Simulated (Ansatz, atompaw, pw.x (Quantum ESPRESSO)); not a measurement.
# potassium: does the PAW (atompaw) potential hold in the solid?

```
Element                 : potassium
Generator               : atompaw 4.2.0.5
Type                    : PAW
Functional              : PBE
Relativity              : scalar-relativistic
Frozen core             : [Ne]
Valence charge          : 9
Reference configuration : 3s2 3p6 4s1 4p0
Partial waves           : 3s (bound): rc 1.95 bohr; 4s (bound): rc 2.32 bohr; 3p (bound): rc 2.05 bohr; 4p (bound, empty): rc 2.65 bohr; 3d channel at -0.05 Ry: rc 2.65 bohr
Local potential         : troulliermartins scheme with l = 3 at 0 Ry, radius 2.55 bohr
Core correction         : smooth core density matched at 2.40 bohr
Augmentation charge     : besselshape compensation charge, radius 2.00 bohr; PAW radius 2.65 bohr; waves and projectors: custom polynom2 7 10 vanderbiltortho
```

Crystal test: diamond K in pw.x 7.5, no spin, 8³ k-points, Fermi–Dirac smearing 0.01 Ry, cutoffs 40/400 Ry. The reference is all-electron LAPW (Ansatz 0.2.0) with the same functional, mesh and smearing; V0 and B0 come from Birch–Murnaghan fits to the pressures at five volumes. Errors are pseudo minus all-electron; Δ is the rms difference of the E(V) curves that follow from these fits, minima aligned, over ±6 % about the mean V0. Mesh and smearing are coarse, so the numbers serve the comparison and aren't converged zero-temperature values; the lattice is a test structure that the element need not adopt.

```
V (Å³/atom)  P all-electron (GPa)  P pseudo (GPa)
    106.732                  0.06            0.07
    109.540                  0.03            0.03
    112.349                 -0.00            0.00
    115.158                 -0.03           -0.03
    117.966                 -0.06           -0.05
```

All-electron: a0 = 9.641 Å (V0 = 112.02 Å³/atom), B0 = 1.2 GPa.

Pseudopotential: mean pressure error (GPa): +0.00; a0 (Å): 9.642; a0 error (%): +0.01; B0 error (%): +0.9; Δ (meV/atom): 0.0.

**Question.** At the middle volume, how do free energy and pressure move when the wave cutoff is lowered (ecutrho held at 400 Ry)?

**Answer.**

```tsv
cutoff (Ry)	shift of F (meV/atom)	shift of P (GPa)
18	+83.4	-0.93
24	+0.8	-0.02
32	+0.1	+0.00
```

The 8 pw.x runs together took about 6.3 min on one core of a shared server CPU.
